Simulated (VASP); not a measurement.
# SiMo3 (Pm-3n) in VASP: a series of runs

One crystal, SiMo3, is run at these levels: PBE; tasks: single point, relaxation of cell and atoms.

Program: VASP 6.6.1. These are calculated values, not measurements. Logs are shortened: lines on timing, memory, paths and dates and some standing lists are left out, and cuts for length are marked.

### Step 1. The structure

The structure is cubic, space group Pm-3n (No. 223). Conventional cell: a = 4.913 Å, b = 4.913 Å, c = 4.913 Å, α = 90.00°, β = 90.00°, γ = 90.00°. Around Si (site symmetry m-3) lie 12 Mo at 2.75 Å. Around Mo (site symmetry -4m2) lie 2 Mo at 2.46 Å and 4 Si at 2.75 Å.

The cell is a database's computed one.

### Step 2. Single point, PBE

Input file INCAR:

```
  ALGO = Normal
  EDIFF = 1E-6
  ENCUT = 520
  GGA = PE
  ISIF = 2
  ISMEAR = 0
  LASPH = True
  LCHARG = False
  LREAL = False
  LWAVE = False
  NBANDS = 56
  NELM = 100
  PREC = Accurate
  SIGMA = 0.1
```

Input file KPOINTS:

```
k-points
0
Gamma
  4 4 4
```

Input file POSCAR:

```
SiMo3
1.0
    4.9127148190      0.0000000000      0.0000000000
    0.0000000000      4.9127148190      0.0000000000
    0.0000000000      0.0000000000      4.9127148190
Si Mo
2 6
Direct
    0.5000000000      0.5000000000      0.5000000000
    0.0000000000      0.0000000000      0.0000000000
    0.0000000000      0.5000000000      0.2500000000
    0.0000000000      0.5000000000      0.7500000000
    0.5000000000      0.7500000000      0.0000000000
    0.5000000000      0.2500000000      0.0000000000
    0.7500000000      0.0000000000      0.5000000000
    0.2500000000      0.0000000000      0.5000000000
```

Potentials or basis: VASP PAW PBE potentials, release 64 (Si, Mo_sv).

The run is started by

```console
$ cat potpaw_PBE.64/Si/POTCAR potpaw_PBE.64/Mo_sv/POTCAR > POTCAR
$ mpirun -np 1 vasp_std > vasp.out
```

OUTCAR:

```text
EDIFF = 1E-6
   ENCUT = 520
   GGA = PE
   ISIF = 2
   ISMEAR = 0
   LASPH = True
   LREAL = False
   NELM = 100
   PREC = Accurate

 ion  position               nearest neighbor table
   1  0.500  0.500  0.500-   3 2.75   4 2.75   5 2.75   6 2.75   7 2.75   8 2.75   5 2.75   6 2.75
                             7 2.75   8 2.75   3 2.75   4 2.75
   2  0.000  0.000  0.000-   3 2.75   4 2.75   5 2.75   6 2.75   7 2.75   8 2.75   7 2.75   8 2.75
                             3 2.75   4 2.75   5 2.75   6 2.75
   3  0.000  0.500  0.250-   4 2.46   4 2.46   1 2.75   2 2.75   2 2.75   1 2.75   8 3.01   5 3.01
                             6 3.01   7 3.01   8 3.01   7 3.01   5 3.01   6 3.01
   4  0.000  0.500  0.750-   3 2.46   3 2.46   1 2.75   2 2.75   2 2.75   1 2.75   8 3.01   5 3.01
                             6 3.01   7 3.01   8 3.01   7 3.01   5 3.01   6 3.01
   5  0.500  0.750  0.000-   6 2.46   6 2.46   1 2.75   1 2.75   2 2.75   2 2.75   8 3.01   4 3.01
                             7 3.01   8 3.01   3 3.01   7 3.01   3 3.01   4 3.01
   6  0.500  0.250  0.000-   5 2.46   5 2.46   1 2.75   1 2.75   2 2.75   2 2.75   8 3.01   4 3.01
                             7 3.01   8 3.01   3 3.01   7 3.01   3 3.01   4 3.01
   7  0.750  0.000  0.500-   8 2.46   8 2.46   1 2.75   2 2.75   1 2.75   2 2.75   3 3.01   4 3.01
                             5 3.01   6 3.01   5 3.01   3 3.01   4 3.01   6 3.01
   8  0.250  0.000  0.500-   7 2.46   7 2.46   1 2.75   2 2.75   1 2.75   2 2.75   3 3.01   4 3.01
                             5 3.01   6 3.01   5 3.01   3 3.01   4 3.01   6 3.01

  LATTYP: Found a simple cubic cell.
 ALAT       =     4.9127148190

  Lattice vectors:

 A1 = (   4.9127148190,   0.0000000000,   0.0000000000)
 A2 = (   0.0000000000,   4.9127148190,   0.0000000000)
 A3 = (   0.0000000000,   0.0000000000,   4.9127148190)

Analysis of symmetry for initial positions (statically):
=====================================================================
 Subroutine PRICEL returns:
 Original cell was already a primitive cell.

 Routine SETGRP: Setting up the symmetry group for a
 simple cubic supercell.

 Subroutine GETGRP returns: Found 48 space group operations
 (whereof 24 operations were pure point group operations)
 out of a pool of 48 trial point group operations.

The static configuration has the point symmetry T_h .
 The point group associated with its full space group is O_h .

Analysis of symmetry for dynamics (positions and initial velocities):
=====================================================================
 Subroutine PRICEL returns:
 Original cell was already a primitive cell.

 Routine SETGRP: Setting up the symmetry group for a
 simple cubic supercell.

 Subroutine GETGRP returns: Found 48 space group operations
 (whereof 24 operations were pure point group operations)
 out of a pool of 48 trial point group operations.

The dynamic configuration has the point symmetry T_h .
 The point group associated with its full space group is O_h .

 Subroutine INISYM returns: Found 48 space group operations
 (whereof 24 operations are pure point group operations),
 and found     1 'primitive' translations

----------------------------------------------------------------------------------------

                                     Primitive cell

  volume of cell :     118.5672

  direct lattice vectors                    reciprocal lattice vectors
     4.912714819  0.000000000  0.000000000     0.203553440  0.000000000  0.000000000
     0.000000000  4.912714819  0.000000000     0.000000000  0.203553440  0.000000000
     0.000000000  0.000000000  4.912714819     0.000000000  0.000000000  0.203553440

  length of vectors
     4.912714819  4.912714819  4.912714819     0.203553440  0.203553440  0.203553440

  position of ions in fractional coordinates (direct lattice)
     0.500000000  0.500000000  0.500000000
     0.000000000  0.000000000  0.000000000
     0.000000000  0.500000000  0.250000000
     0.000000000  0.500000000  0.750000000
     0.500000000  0.750000000  0.000000000
     0.500000000  0.250000000  0.000000000
     0.750000000  0.000000000  0.500000000
     0.250000000  0.000000000  0.500000000

  ion indices of the primitive-cell ions
   primitive index   ion index
                 1           1
                 2           2
                 3           3
                 4           4
                 5           5
                 6           6
                 7           7
                 8           8

----------------------------------------------------------------------------------------

 KPOINTS: k-points

Automatic generation of k-mesh.
 Grid dimensions read from file:
 generate k-points for:    4    4    4

 Generating k-lattice:

  Cartesian coordinates                     Fractional coordinates (reciprocal lattice)
     0.050888360  0.000000000  0.000000000     0.250000000  0.000000000  0.000000000
     0.000000000  0.050888360  0.000000000     0.000000000  0.250000000  0.000000000
     0.000000000  0.000000000  0.050888360     0.000000000  0.000000000  0.250000000

  Length of vectors
     0.050888360  0.050888360  0.050888360

  Shift w.r.t. Gamma in fractional coordinates (k-lattice)
     0.000000000  0.000000000  0.000000000

 Subroutine IBZKPT returns following result:
 ===========================================

 Found     10 irreducible k-points:

 Following reciprocal coordinates:
            Coordinates               Weight
  0.000000  0.000000  0.000000      1.000000
  0.250000  0.000000  0.000000      6.000000
  0.500000  0.000000  0.000000      3.000000
  0.250000  0.250000  0.000000     12.000000
  0.500000  0.250000  0.000000     12.000000
  0.500000  0.500000  0.000000      3.000000
  0.250000  0.250000  0.250000      8.000000
  0.500000  0.250000  0.250000     12.000000
  0.500000  0.500000  0.250000      6.000000
  0.500000  0.500000  0.500000      1.000000
   k-points           NKPTS =     10   k-points in BZ     NKDIM =     10   number of bands    NBANDS=     56
   number of dos      NEDOS =    301   number of ions     NIONS =      8
   total plane-waves  NPLWV =  64000
   dimension x,y,z NGX =    40 NGY =   40 NGZ =   40
   dimension x,y,z NGXF=    80 NGYF=   80 NGZF=   80
   ions per type =               2   6
   NGX,Y,Z   is equivalent  to a cutoff of  13.54, 13.54, 13.54 a.u.
   NGXF,Y,Z  is equivalent  to a cutoff of  27.07, 27.07, 27.07 a.u.
 SYSTEM =  unknown system
   PREC   = accura    normal or accurate (medium, high low for compatibility)
   ISTART =      0    job   : 0-new  1-cont  2-samecut
   ICHARG =      2    charge: 1-file 2-atom 10-const
   ISPIN  =      1    spin polarized calculation?
   LNONCOLLINEAR =      F non collinear calculations
   LSORBIT =      F    spin-orbit coupling
   LASPH  =      T    aspherical Exc in radial PAW
   ENCUT  =  520.0 eV  38.22 Ry    6.18 a.u.   9.13  9.13  9.13*2*pi/ulx,y,z
   NELM   =    100;   NELMIN=  2; NELMDL= -5     # of ELM steps
   EDIFF  = 0.1E-05   stopping-criterion for ELM
   LREAL  =      F    real-space projection
   EDIFFG = 0.1E-04   stopping-criterion for IOM
   NSW    =      0    number of steps for IOM
   IBRION =     -1    ionic relax: 0-MD 1-quasi-New 2-CG
   NFREE  =      0    steps in history (QN), initial steepest desc. (CG)
   ISIF   =      2    stress and relaxation
   ISYM   =      2    0-nonsym 1-usesym 2-fastsym
   POTIM  = 0.5000    time-step for ionic-motion
   TEBEG  =    0.0;   TEEND  =   0.0 temperature during run
   PSTRESS=    0.0 pullay stress
   NELECT =      92.0000    total number of electrons
   NUPDOWN=      -1.0000    fix difference up-down
   EMIN   =  10.00;   EMAX   =-10.00  energy-range for DOS
   EFERMI =   0.00;   METHOD = LEGACY
   ISMEAR =     0;   SIGMA  =   0.10  broadening in eV -4-tet -1-fermi 0-gaus
   EFERMI_NEDOS =   21; number of points for ismear=-14 and -15
   IALGO  =     38    algorithm
   IMIX   =      4    mixing-type and parameters
     AMIX     =   0.40;   BMIX     =  1.00
     AMIX_MAG =   1.60;   BMIX_MAG =  1.00
  volume/ion in A,a.u.               =      14.82       100.02
  Fermi-wavevector in a.u.,A,eV,Ry     =   1.504351  2.842811 30.790969  2.263072
  Thomas-Fermi vector in A             =   2.615342
   LORBIT       =      0    0 simple, 1 ext, 2 COOP (PROOUT), +10 PAW based schemes
   GGA     = PE    functional components
   LHFCALC =     F    Hartree Fock is set to
   AEXX    =    0.0000 exact exchange contribution
   IVDW    =     0    specifies the selected vdW correction
   LEPSILON=     F    determine dielectric tensor
   LRPA    =     F    only Hartree local field effects (RPA)
 non-spin polarized calculation
 Gauss-broadening in eV      SIGMA  =   0.10
  energy-cutoff  :      520.00
  volume of cell :      118.57
 maximum number of plane-waves:      3218
 NGX is ok and might be reduce to    40
   NGX = 19   NGY = 19   NGZ = 19

 number of electron      91.9999981 magnetization

 Free energy of the ion-electron system (eV)
  ---------------------------------------------------
  ext. energy  EPLUGINS =         0.00000000
  ---------------------------------------------------
  free energy    TOTEN  =       -78.88520981 eV

  energy without entropy =      -78.85785879  energy(sigma->0) =      -78.87153430

 E-fermi :  12.4818     XC(G=0): -13.0355

 val. band max:       12.4327137531   @ k =   0.5000   0.5000   0.0000
 cond. band min:      12.5380771496   @ k =   0.5000   0.2500   0.0000
 fundamental gap:      0.1053633965
 Fermi energy:        12.4818013242

 k-point     1 :       0.0000    0.0000    0.0000
  band No.  band energies     occupation
      1     -48.7372      2.00000
      2     -48.6287      2.00000
      3     -48.6287      2.00000
      4     -48.3153      2.00000
      5     -48.3153      2.00000
      6     -48.3153      2.00000
[... 48 lines left out ...]
     55      15.2264      0.00000
     56      15.2280      0.00000

 k-point     2 :       0.2500    0.0000    0.0000
  band No.  band energies     occupation
      1     -48.7134      2.00000
      2     -48.6408      2.00000
      3     -48.5923      2.00000
      4     -48.3667      2.00000
      5     -48.3152      2.00000
      6     -48.3152      2.00000
[... 48 lines left out ...]
     55      15.0512      0.00000
     56      15.4768      0.00000

 k-point     3 :       0.5000    0.0000    0.0000
  band No.  band energies     occupation
      1     -48.6724      2.00000
      2     -48.6724      2.00000
      3     -48.4859      2.00000
      4     -48.4859      2.00000
      5     -48.3152      2.00000
      6     -48.3152      2.00000
[... 48 lines left out ...]
     55      15.2351      0.00000
     56      15.2351      0.00000

 k-point     4 :       0.2500    0.2500    0.0000
  band No.  band energies     occupation
      1     -48.6905      2.00000
      2     -48.6223      2.00000
      3     -48.5850      2.00000
      4     -48.3721      2.00000
      5     -48.3619      2.00000
      6     -48.3152      2.00000
[... 48 lines left out ...]
     55      15.1195      0.00000
     56      15.2866      0.00000

 k-point     5 :       0.5000    0.2500    0.0000
  band No.  band energies     occupation
      1     -48.6688      2.00000
      2     -48.6242      2.00000
      3     -48.4896      2.00000
      4     -48.4862      2.00000
      5     -48.3665      2.00000
      6     -48.3152      2.00000
[... 48 lines left out ...]
     55      15.1405      0.00000
     56      15.2008      0.00000

 k-point     6 :       0.5000    0.5000    0.0000
  band No.  band energies     occupation
      1     -48.6650      2.00000
      2     -48.5303      2.00000
      3     -48.4935      2.00000
      4     -48.4935      2.00000
      5     -48.4564      2.00000
      6     -48.3152      2.00000
[... 48 lines left out ...]
     55      15.0377      0.00000
     56      15.1693      0.00000

 k-point     7 :       0.2500    0.2500    0.2500
  band No.  band energies     occupation
      1     -48.6593      2.00000
      2     -48.5945      2.00000
      3     -48.5945      2.00000
      4     -48.3709      2.00000
      5     -48.3709      2.00000
      6     -48.3604      2.00000
[... 48 lines left out ...]
     55      14.5917      0.00000
     56      15.2306      0.00000

 k-point     8 :       0.5000    0.2500    0.2500
  band No.  band energies     occupation
      1     -48.6200      2.00000
      2     -48.6200      2.00000
      3     -48.4897      2.00000
      4     -48.4897      2.00000
      5     -48.3673      2.00000
      6     -48.3673      2.00000
[... 48 lines left out ...]
     55      14.8382      0.00000
     56      14.8382      0.00000

 k-point     9 :       0.5000    0.5000    0.2500
  band No.  band energies     occupation
      1     -48.6154      2.00000
      2     -48.5196      2.00000
      3     -48.4935      2.00000
      4     -48.4935      2.00000
      5     -48.4673      2.00000
      6     -48.3681      2.00000
[... 48 lines left out ...]
     55      14.4769      0.00000
     56      14.7935      0.00000

 k-point    10 :       0.5000    0.5000    0.5000
  band No.  band energies     occupation
      1     -48.4935      2.00000
      2     -48.4935      2.00000
      3     -48.4935      2.00000
      4     -48.4935      2.00000
      5     -48.4935      2.00000
      6     -48.4935      2.00000
[... 48 lines left out ...]
     55      14.7308      0.00000
     56      14.7308      0.00000

------------------------ aborting loop because EDIFF is reached ----------------------------------------

  FORCE on cell =-STRESS in cart. coord.  units (eV):
  Direction    XX          YY          ZZ          XY          YZ          ZX
  --------------------------------------------------------------------------------------
  -------------------------------------------------------------------------------------
  Total        0.2689374      0.2689374      0.2689374      0.0000000     -0.0000000     -0.0000000
  in kB        3.6341018      3.6341018      3.6341018      0.0000000     -0.0000000     -0.0000000
  external PRESSURE =       3.6341018 kB  Pullay stress =       0.0000000 kB

 VOLUME and BASIS-vectors are now :
 -----------------------------------------------------------------------------
  energy-cutoff  :      520.00
  volume of cell :      118.57
      direct lattice vectors                 reciprocal lattice vectors
     4.912714819  0.000000000  0.000000000     0.203553440  0.000000000  0.000000000
     0.000000000  4.912714819  0.000000000     0.000000000  0.203553440  0.000000000
     0.000000000  0.000000000  4.912714819     0.000000000  0.000000000  0.203553440

 POSITION                                       TOTAL-FORCE (eV/Angst)
 -----------------------------------------------------------------------------------
      2.45636      2.45636      2.45636         0.000000     -0.000000     -0.000000
      0.00000      0.00000      0.00000         0.000000     -0.000000     -0.000000
      0.00000      2.45636      1.22818        -0.000000      0.000000     -0.000000
      0.00000      2.45636      3.68454         0.000000     -0.000000     -0.000000
      2.45636      3.68454      0.00000         0.000000     -0.000000      0.000000
      2.45636      1.22818      0.00000        -0.000000     -0.000000      0.000000
      3.68454      0.00000      2.45636        -0.000000     -0.000000     -0.000000
      1.22818      0.00000      2.45636         0.000000      0.000000      0.000000
 -----------------------------------------------------------------------------------
    total drift:                                0.000000     -0.000000      0.000000

  FREE ENERGIE OF THE ION-ELECTRON SYSTEM (eV)
  ---------------------------------------------------
  free  energy   TOTEN  =       -78.8852098128 eV

  energy  without entropy=      -78.8578587874  energy(sigma->0) =      -78.87153430
```

Run time: 45 s. Hardware: 1 thread of Intel Xeon Platinum 8488C (Sapphire Rapids), shared host; peak memory 0.25 GiB.

What came out:

```
Free energy            : -78.8852 eV
Pressure               : 0.4 GPa
Band gap on the k mesh : none (metal or under the smearing width)
```

[end of part 1 of 2]
